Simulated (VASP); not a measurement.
# C (Fmmm) in VASP: a series of runs, part 2 of 2

VASP 6.6.1.

## 5. Single point, optB86b-vdW

Input file INCAR:

```
AGGAC = 0.0
ALGO = Normal
EDIFF = 1E-6
ENCUT = 520
GGA = MK
ISIF = 2
ISMEAR = -1
LASPH = True
LCHARG = True
LELF = True
LREAL = False
LUSE_VDW = True
LVHAR = True
LWAVE = False
NBANDS = 16
NELM = 80
PARAM1 = 0.1234
PARAM2 = 1.0
PREC = Accurate
SIGMA = 0.05
```

Input file KPOINTS:

```
k-points
0
Gamma
  16 16 4
```

Input file POSCAR:

```
C
1.0
    2.4610000000      0.0000000000      0.0000000000
   -1.2305000000      2.1312885187      0.0000000000
    0.0000000000      0.0000000000      6.7080000000
C
4
Direct
    0.0000000000      0.0000000000      0.2500000000
    0.3333333333      0.6666666667      0.2500000000
    0.5000000000      0.0000000000      0.7500000000
    0.8333333333      0.6666666667      0.7500000000
```

Potentials or basis: VASP PAW PBE potentials, release 64 (C).

Launch:

```console
> cat potpaw_PBE.64/C/POTCAR > POTCAR
> mpirun -np 1 vasp_std > vasp.out
```

OUTCAR:

```text
EDIFF = 1E-6
   ENCUT = 520
   GGA = MK
   ISIF = 2
   ISMEAR = -1
   LASPH = True
   LREAL = False
   NELM = 80
   PREC = Accurate

 ion  position               nearest neighbor table
   1  0.000  0.000  0.250-   2 1.42   2 1.42   2 1.42
   2  0.333  0.667  0.250-   1 1.42   1 1.42   1 1.42
   3  0.500  0.000  0.750-   4 1.42   4 1.42   4 1.42
   4  0.833  0.667  0.750-   3 1.42   3 1.42   3 1.42

  LATTYP: Found a hexagonal cell.
 ALAT       =     2.4610000000
 C/A-ratio  =     2.7257212515

  Lattice vectors:

 A1 = (   2.4610000000,   0.0000000000,   0.0000000000)
 A2 = (  -1.2305000000,   2.1312885187,   0.0000000000)
 A3 = (   0.0000000000,   0.0000000000,   6.7080000000)

Analysis of symmetry for initial positions (statically):
=====================================================================
 Subroutine PRICEL returns following result:

  LATTYP: Found a face centered orthorhombic cell.
 ALAT       =     2.4610000000
 B/A-ratio  =     1.7320508076
 C/A-ratio  =     2.7257212515

  Lattice vectors:

 A1 = (   0.0000000000,   2.1312885187,  -3.3540000000)
[... 193 lines left out ...]
 cond. band min:       4.6252884950   @ k =   0.3750   0.3125   0.0000
 fundamental gap:      0.1852842351
 Fermi energy:         4.5674999689

 k-point     1 :       0.0000    0.0000    0.0000
  band No.  band energies     occupation
      1     -14.9928      2.00000
      2     -14.6835      2.00000
      3      -3.9466      2.00000
      4      -1.9257      2.00000
      5       1.5868      2.00000
      6       1.5985      2.00000
[... 433 lines left out ...]
      3      -2.4882      2.00000
      4      -2.0161      2.00000
      5      -1.9415      2.00000
      6      -0.5646      2.00000
[... 8 lines left out ...]
     15      16.6539      0.00000
     16      16.6862      0.00000

 [... further k-points ...]

------------------------ aborting loop because EDIFF is reached ----------------------------------------

  FORCE on cell =-STRESS in cart. coord.  units (eV):
  Direction    XX          YY          ZZ          XY          YZ          ZX
  --------------------------------------------------------------------------------------
  -------------------------------------------------------------------------------------
  Total        0.7891380      0.6210032     -0.0307865     -0.0000000      0.0000000      0.0000000
  in kB       35.9349148     28.2785743     -1.4019209     -0.0000000      0.0000000      0.0000000
  external PRESSURE =      20.9371894 kB  Pullay stress =       0.0000000 kB

 VOLUME and BASIS-vectors are now :
 -----------------------------------------------------------------------------
  energy-cutoff  :      520.00
  volume of cell :       35.18
      direct lattice vectors                 reciprocal lattice vectors
     2.461000000  0.000000000  0.000000000     0.406338887  0.234599866  0.000000000
    -1.230500000  2.131288519  0.000000000     0.000000000  0.469199731  0.000000000
     0.000000000  0.000000000  6.708000000     0.000000000  0.000000000  0.149075730

 POSITION                                       TOTAL-FORCE (eV/Angst)
 -----------------------------------------------------------------------------------
      0.00000      0.00000      1.67700         0.000000      0.011966      0.000000
     -0.00000      1.42086      1.67700         0.000000     -0.011966     -0.000000
      1.23050      0.00000      5.03100         0.000000      0.011966      0.000000
      1.23050      1.42086      5.03100         0.000000     -0.011966     -0.000000
 -----------------------------------------------------------------------------------
    total drift:                                0.000000     -0.000000     -0.000000

  FREE ENERGIE OF THE ION-ELECTRON SYSTEM (eV)
  ---------------------------------------------------
  free  energy   TOTEN  =       -32.5382967607 eV

  energy  without entropy=      -32.5379547589  energy(sigma->0) =      -32.53812576

Total vdW correction in eV:      2.1955805
```

OSZICAR:

```text
N       E                     dE             d eps       ncg     rms          rms(c)
DAV:   1     0.378002201280E+02    0.37800E+02   -0.78982E+03  7032   0.921E+02
DAV:   2    -0.321821755530E+02   -0.69982E+02   -0.64305E+02  9816   0.192E+02
DAV:   3    -0.348638199302E+02   -0.26816E+01   -0.26699E+01  9248   0.348E+01
DAV:   4    -0.348861391647E+02   -0.22319E-01   -0.22309E-01  8712   0.376E+00
DAV:   5    -0.348864984299E+02   -0.35927E-03   -0.35923E-03  9112   0.453E-01    0.906E+00
DAV:   6    -0.330925264101E+02    0.17940E+01   -0.12231E+00  8384   0.696E+00    0.526E+00
DAV:   7    -0.325320639354E+02    0.56046E+00   -0.15359E+00  8704   0.793E+00    0.141E+00
DAV:   8    -0.325403788488E+02   -0.83149E-02   -0.82155E-02  8568   0.172E+00    0.359E-01
DAV:   9    -0.325382272794E+02    0.21516E-02   -0.29824E-03  8752   0.376E-01    0.107E-01
DAV:  10    -0.325383150206E+02   -0.87741E-04   -0.69372E-04  8248   0.177E-01    0.856E-02
DAV:  11    -0.325382970707E+02    0.17950E-04   -0.37989E-05  8944   0.399E-02    0.149E-02
DAV:  12    -0.325382967607E+02    0.30996E-06   -0.19580E-06  8536   0.102E-02
   1 F= -.32538297E+02 E0= -.32538126E+02  d E =-.342002E-03
```

stdout:

```text
POSCAR found type information on POSCAR C
 POSCAR found :  1 types and       4 ions
 scaLAPACK will be used
 -----------------------------------------------------------------------------
|                                                                             |
|                                                                             |
|     You have switched on vdW-DFT.                                           |
[... 15 lines left out ...]
|                                                                             |
 -----------------------------------------------------------------------------

 LDA part: xc-table for (Slater+PW92), standard interpolation
 POSCAR, INCAR and KPOINTS ok, starting setup
 FFT: planning ... GRIDC
 FFT: planning ... GRID_SOFT
 FFT: planning ... GRID
 WAVECAR not read
 entering main loop
```

Run time: 73 s. Hardware: 1 thread of Intel Xeon Platinum 8488C (Sapphire Rapids), shared host; peak memory 0.34 GiB.

Results:

```
Free energy            : -32.5383 eV
Pressure               : 2.1 GPa
Largest force          : 0.012 eV/Å
Band gap on the k mesh : 0.19 eV
```

Forces in eV/Å, atoms in the order of the input:
```
C    0.000  0.012  0.000
C    0.000 -0.012  0.000
C    0.000  0.012  0.000
C    0.000 -0.012  0.000
```

Caveat: the PAW data sets were made with another functional, which shifts forces and pressure a little. A k mesh can miss the band edges.

## 6. Single point, rev-vdW-DF2

INCAR: that of step 5 with these lines changed.

```diff
@@ -17,4 +17,5 @@
 PARAM1 = 0.1234
-PARAM2 = 1.0
+PARAM2 = 0.711357
 PREC = Accurate
 SIGMA = 0.05
+ZAB_VDW = -1.8867
```

KPOINTS is that of step 5.

POSCAR is that of step 5.

Potentials or basis: VASP PAW PBE potentials, release 64 (C).

Launch:

```console
> cat potpaw_PBE.64/C/POTCAR > POTCAR
> mpirun -np 1 vasp_std > vasp.out
```

Wall time 75 s (1 thread of Intel Xeon Platinum 8488C (Sapphire Rapids), shared host); peak memory 0.34 GiB.

The run converged. Its results:

```yaml
Free_energy: -33.1511 eV
Pressure: 1.5 GPa
Largest_force: 0.011 eV/Å
Band_gap_on_the_k_mesh: 0.18 eV
```

Forces in eV/Å, atoms in the order of the input:
```
C    0.000  0.011  0.000
C    0.000 -0.011  0.000
C    0.000  0.011  0.000
C    0.000 -0.011  0.000
```

Stress tensor (GPa, compression positive):
```
 2.69  0.00  0.00
 0.00  1.92  0.00
 0.00  0.00 -0.09
```

Levels at points of the mesh, in eV from the valence-band top:
| k point | band 6 | band 7 | band 8 | band 9 | band 10 | band 11 |
| --- | --- | --- | --- | --- | --- | --- |
| (0.00, 0.00, 0.00) | -2.86 | -2.85 | -2.83 | 4.14 | 8.55 | 8.58 |
| (0.50, 0.00, 0.00) | -6.22 | -2.28 | -2.28 | 2.08 | 2.08 | 7.72 |
| (0.00, 0.50, 0.00) | -6.19 | -2.87 | -1.37 | 1.10 | 2.71 | 7.52 |
| (0.00, 0.00, 0.50) | -2.85 | -2.85 | -2.85 | 6.82 | 6.82 | 8.60 |
| (0.50, 0.00, 0.50) | -6.22 | -2.17 | -2.17 | 1.82 | 1.82 | 7.72 |
| (0.00, 0.50, 0.50) | -6.22 | -2.17 | -2.17 | 1.83 | 1.83 | 7.72 |

Caveat: the PAW data sets were made with another functional, which shifts forces and pressure a little.

## 7. Overview

```csv
level,gap on the mesh (eV),pressure (GPa),largest force (eV/Å)
vdW-DF,0.21,6.6,0.01
vdW-DF2,0.18,5.8,0.01
optB88-vdW,0.18,1.8,0.01
optB86b-vdW,0.19,2.1,0.01
rev-vdW-DF2,0.18,1.5,0.01
```

Alike in all rows: task single point; potentials or basis VASP PAW PBE potentials, release 64 (C); no spin polarisation; cell as given; k mesh 16 × 16 × 4; cutoff (eV) 520; smearing fermi-dirac 0.05 eV.

On the cell as given the gap runs from 0.18 eV (rev-vdW-DF2) to 0.21 eV (vdW-DF). The pressure there spans 1.5 GPa (rev-vdW-DF2) to 6.6 GPa (vdW-DF); a positive pressure means that this level wants a larger cell, a negative one a smaller.

Caveats: the PAW data sets were made with another functional, which shifts forces and pressure a little.

Absolute energies hang on the potentials; compare differences alone.
